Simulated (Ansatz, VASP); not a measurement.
# CdS: VASP beside Ansatz

Contents of INCAR:

```
SYSTEM = CdS
ALGO = Normal
EDIFF = 1E-7
ENCUT = 520
GGA = RE
ISIF = 2
ISMEAR = 0
IVDW = 13
LASPH = .TRUE.
LCHARG = .FALSE.
LREAL = .FALSE.
LWAVE = .FALSE.
NBANDS = 16
NELM = 60
PREC = Accurate
SIGMA = 0.05
```

File KPOINTS:

```
k-points
0
G
  8 8 8
  0 0 0
```

Contents of POSCAR:

```
CdS
1.0
    0.0000000000      2.9614296052      2.9614296052
    2.9614296052      0.0000000000      2.9614296052
    2.9614296052      2.9614296052      0.0000000000
Cd S
1 1
Direct
    0.0000000000      0.0000000000      0.0000000000
    0.7500000000      0.7500000000      0.7500000000
```

Input for Ansatz:

```yaml
crystal:
  lattice:
    - [0.0, 2.9614296052, 2.9614296052]
    - [2.9614296052, 0.0, 2.9614296052]
    - [2.9614296052, 2.9614296052, 0.0]
  atoms:
    - { symbol: Cd, position: [0.0, 0.0, 0.0] }
    - { symbol: S, position: [0.75, 0.75, 0.75] }
basis:
  ecutwfc: 420
  ecutrho_ratio: 4
kpoints:
  mp_grid: { grid: [8, 8, 8] }
hamiltonian:
  xc: revpbe
  dispersion: d4
scf:
  occupations: { method: gaussian, width: 0.05 }
output:
  forces: true
  stress: true
  eigenvalues: true
```

Alike in both runs: task single point; functional revPBE; dispersion D4; k mesh 8 × 8 × 8; occupations gaussian, width 0.05 eV; no spin polarisation.

|  | VASP | Ansatz |
| --- | --- | --- |
| version | VASP 6.6.1 | Ansatz 0.2.0 |
| potentials or method | VASP PAW PBE potentials, release 64 (Cd, S) | scalar-relativistic, plane waves, PAW |
| plane-wave cutoff (eV) | 520 | 420 |
| valence electrons in the cell | 18 | 26 |

VASP gave:

- gap on the k mesh at the Fermi level (eV): 1.18
- least direct gap on the mesh (eV): 1.18
- pressure (GPa): -1.8
- dispersion energy (meV/atom): -516.7

Q: Estimate Ansatz's values.

A: gap on the k mesh at the Fermi level (eV): 1.18; least direct gap on the mesh (eV): 1.18; pressure (GPa): -2.1; dispersion energy (meV/atom): -516.9.

The two sets of potentials don't hold the same shells in valence.

Caveats: the PAW data sets were made with another functional, which shifts forces and pressure a little (VASP). Expect the measured gap to be larger: semilocal functionals such as revPBE lack the derivative discontinuity.
